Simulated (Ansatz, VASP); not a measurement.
**Two plane-wave programs on Pd**

The input INCAR:

```
ALGO     = Normal         # electronic algorithm
EDIFF    = 1E-7           # SCF threshold, eV
ENCUT    = 520            # plane-wave cutoff, eV
GGA      = PE             # functional
ISIF     = 2              # what is computed and relaxed
ISMEAR   = -1             # smearing method
LASPH    = T              # aspherical terms in the spheres
LCHARG   = F              # write CHGCAR
LREAL    = F              # projectors in reciprocal space
LWAVE    = F              # write WAVECAR
NBANDS   = 11             # bands
NELM     = 100            # most SCF steps
PREC     = Accurate       # precision mode
SIGMA    = 0.1            # smearing width, eV
```

KPOINTS

```
k-points
0
Gamma
  13 13 13
```

File POSCAR:

```
Pd
1.0
    2.5802549404      0.0000000000      0.0000000000
    0.0000000000      2.5802549404      0.0000000000
    0.0000000000      0.0000000000      2.5802549404
Pd
1
Direct
    0.0000000000      0.0000000000      0.0000000000
```

Input for Ansatz:

```yaml
crystal:
  lattice:
    - [2.5802549404, 0.0, 0.0]
    - [0.0, 2.5802549404, 0.0]
    - [0.0, 0.0, 2.5802549404]
  atoms:
    - { symbol: Pd, position: [0.0, 0.0, 0.0] }
hamiltonian:
  xc: pbe
  pseudopotentials:
    kind: paw
    azcp:
      Pd: "pseudopotentials/Pd.paw.azcp"
basis:
  ecutwfc: 420
  fft_grid_basis: typed
kpoints:
  mp_grid: { grid: [13, 13, 13], shift: [0, 0, 0] }
magnetization:
  spin_polarized: false
scf:
  occupations: { method: fermi_dirac, width: 0.1 }
  lower_state_search: "off"
output:
  stress: true
```

Alike in both runs: task single point; functional PBE; k mesh 13 × 13 × 13; occupations fermi-dirac, width 0.1 eV; no spin polarisation.

|  | VASP | Ansatz |
| --- | --- | --- |
| version | VASP 6.6.1 | Ansatz 0.2.0 |
| potentials or method | VASP PAW PBE potentials, release 64 (Pd) | plane waves (420 eV) with PAW, scalar-relativistic |
| plane-wave cutoff (eV) | 520 | 420 |
| valence electrons in the cell | 10 | 18 |

VASP gave:

```
pressure (GPa) : 4.9
```

Task: What did Ansatz give for the same quantities?

Result: Pressure (GPa): 5.3.

The two sets of potentials don't hold the same shells in valence.
